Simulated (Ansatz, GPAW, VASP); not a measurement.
C: 3 runs at one level of theory

```
C
1.0
     0.00000    1.78337    1.78337
     1.78337    0.00000    1.78337
     1.78337    1.78337    0.00000
C
2
Direct
  0.75000 0.75000 0.75000
  0.50000 0.50000 0.50000
```

Alike in all runs: task single point; functional PBE; k mesh 13 × 13 × 13; occupations gaussian, width 0.028 eV; no spin polarisation; no spin-orbit coupling. Pressure is positive in compression and, in plane waves, holds the error of the finite cutoff.

```csv
program and potentials,plane-wave cutoff (eV),notes,pressure (GPa)
"GPAW, GPAW PAW data sets (gpaw-data 1.2.1)",800,-,1.42
"Ansatz, all-electron LAPW, scalar-relativistic",-,-,?
"VASP, PBE PAW files C, 520 eV",520,-,2.46
```

Estimate from the other rows what the run with Ansatz, all-electron LAPW, scalar-relativistic gave.

Pressure 1.75 GPa. The other rows, which needn't bracket it: pressure 1.42 to 2.46.
